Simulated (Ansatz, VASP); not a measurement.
# One calculation of ZnO, two programs

```
Zn O
1.0
     3.44657    0.00000    0.00000
    -1.72329    2.98482    0.00000
     0.00000    0.00000    4.60826
Zn O
2 2
Direct
  0.33333 0.66667 0.25000
  0.66667 0.33333 0.75000
  0.66667 0.33333 0.25000
  0.33333 0.66667 0.75000
```

Alike in both runs: task relaxation of cell and atoms; functional PBE; k mesh 9 × 9 × 6; occupations gaussian, width 0.02 eV; no spin polarisation.

```csv
,VASP,Ansatz
version,VASP 6.6.1,Ansatz 0.2.0
potentials or method,"VASP PAW PBE potentials, release 64 (Zn, O)","scalar-relativistic, plane waves, PAW"
plane-wave cutoff (eV),600,420
valence electrons in the cell,36,36
```

Ansatz gave:

* gap on the k mesh at the Fermi level, each at its own relaxed structure (eV): 0.95
* relaxed volume (Å³/atom): 11.86
* relaxed cell length with the largest relative difference (Å): 3.444

Question: Which values does VASP return?

Answer: gap on the k mesh at the Fermi level, each at its own relaxed structure (eV): 0.92; relaxed volume (Å³/atom): 11.92; relaxed cell length with the largest relative difference (Å): 3.455.
